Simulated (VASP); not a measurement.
Crystal: MnAs.

```
Mn As
1.0
     0.00000    2.83118    2.83118
     2.83118    0.00000    2.83118
     2.83118    2.83118    0.00000
Mn As
1 1
Direct
  0.00000 0.00000 0.00000
  0.25000 0.25000 0.25000
```

The cell was built by a generator and needn't be a form met in nature.

Program: VASP 6.6.1. Alike in all runs: task band structure; spin collinear, ferromagnetic start; cell as given; k mesh 12 × 12 × 12; cutoff (eV) 520; smearing gaussian 0.03 eV.

Question: Order these runs on this cell by their pressure, lowest first.
A. level r2SCAN; potentials or basis VASP PAW PBE potentials, release 64 (Mn_pv, As)
B. level PBE; potentials or basis VASP PAW PBE potentials, release 64 (Mn_pv, As)
C. level LDA; potentials or basis VASP PAW LDA potentials, release 64 (Mn_pv, As)

Answer: C (-7.7 GPa), B (0.1 GPa), A (2.2 GPa).

Caveats: a cell with one magnetic atom can't hold antiferromagnetic order, which such compounds often take; the PAW data sets were made with another functional, which shifts forces and pressure a little (some runs).
